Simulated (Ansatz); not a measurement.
Level of theory: DFT PBE, scalar-relativistic, plane waves, PAW (Ansatz). Settings: cutoff 420 eV, Γ-centred meshes spaced at most about 0.3 Å⁻¹, and about 0.25 Å⁻¹ or finer for metals (2π included), Gaussian smearing. No spin polarisation.

These are static total energies at zero pressure.

**Question.** Order these relaxed structures of AlRu5 by energy, lowest first, with the energy over the lowest of them.
A.

Space group P4/mmm (No. 123). a = 2.746 Å, b = 2.746 Å, c = 10.995 Å, α = 90.00°, β = 90.00°, γ = 90.00°
```
atom  site  symmetry       x       y       z
  Al    1a     4/mmm  0.0000  0.0000  0.0000
  Ru    2h       4mm  0.5000  0.5000  0.1630
  Ru    2g       4mm  0.0000  0.0000  0.3268
  Ru    1d     4/mmm  0.5000  0.5000  0.5000
```

B.

Space group P-6m2 (No. 187). a = 2.750 Å, b = 2.750 Å, c = 12.673 Å, α = 90.00°, β = 90.00°, γ = 120.00°
```csv
atom,site,symmetry,x,y,z
Al,1a,-6m2,0.0000,0.0000,0.0000
Ru,2h,3m.,0.3333,0.6667,0.1650
Ru,2g,3m.,0.0000,0.0000,0.3323
Ru,1d,-6m2,0.3333,0.6667,0.5000
```

**Answer.** B (0 meV/atom), A (39 meV/atom). Counting all near atoms (those within 1.25 times the shortest distance at each site): B has Al 12, Ru 12; A has Al 12, Ru 12. Both come from invented guesses.

Cells relaxed within their symmetry can be saddle points. Some structure types and database cells were kept out of the candidates from the start, so a known form may be missing.
